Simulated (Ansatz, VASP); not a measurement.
## Al2Pt in VASP and in Ansatz

INCAR

```
SYSTEM = Al2Pt
PREC     = Accurate       ! precision mode
ENCUT    = 520            ! plane-wave cutoff, eV
EDIFF    = 1E-6           ! SCF threshold, eV
ISMEAR   = -1             ! smearing method
SIGMA    = 0.05           ! smearing width, eV
LREAL    = .FALSE.        ! projectors in reciprocal space
LASPH    = .TRUE.         ! aspherical terms in the spheres
NELM     = 80             ! most SCF steps
ALGO     = Normal         ! electronic algorithm
ISIF     = 2              ! what is computed and relaxed
LWAVE    = .FALSE.        ! write WAVECAR
LCHARG   = .FALSE.        ! write CHGCAR
GGA      = PE             ! functional
NBANDS   = 15             ! bands
```

KPOINTS

```
regular mesh
0
G
  8 8 8
  0 0 0
```

The input POSCAR:

```
Al2Pt
1.0
    0.0000000000      2.9150626719      2.9150626719
    2.9150626719      0.0000000000      2.9150626719
    2.9150626719      2.9150626719      0.0000000000
Pt Al
1 2
Direct
    0.0000000000      0.0000000000      0.0000000000
    0.7500000000      0.7500000000      0.7500000000
    0.2500000000      0.2500000000      0.2500000000
```

File input.yaml:

```yaml
crystal:
  lattice:
    - [0.0, 2.9150626719, 2.9150626719]
    - [2.9150626719, 0.0, 2.9150626719]
    - [2.9150626719, 2.9150626719, 0.0]
  atoms:
    - { symbol: Pt, position: [0.0, 0.0, 0.0] }
    - { symbol: Al, position: [0.75, 0.75, 0.75] }
    - { symbol: Al, position: [0.25, 0.25, 0.25] }
hamiltonian:
  xc: pbe
  pseudopotentials: { kind: paw }
kpoints:
  mp_grid: { grid: [8, 8, 8] }
scf:
  occupations: { method: fermi_dirac, width: 0.05 }
output:
  forces: true
  stress: true
  eigenvalues: true
```

Alike in both runs: task single point; functional PBE; k mesh 8 × 8 × 8; occupations fermi-dirac, width 0.05 eV; no spin polarisation.

|  | VASP | Ansatz |
| --- | --- | --- |
| version | VASP 6.6.1 | Ansatz 0.2.0 |
| potentials or method | VASP PAW PBE potentials, release 64 (Pt, Al) | Ansatz PAW |
| plane-wave cutoff (eV) | 520 | 420 |
| valence electrons in the cell | 16 | 24 |

Ansatz gave:

- gap on the k mesh at the Fermi level (eV): none
- pressure (GPa): 8.7

Problem. Estimate VASP's values.

Solution. gap on the k mesh at the Fermi level (eV): none; pressure (GPa): 8.6.

A gap of «none» marks a metal or a gap that the smearing closes. The two sets of potentials don't hold the same shells in valence.

Spin-orbit coupling is left out, which matters for the levels of Pt.
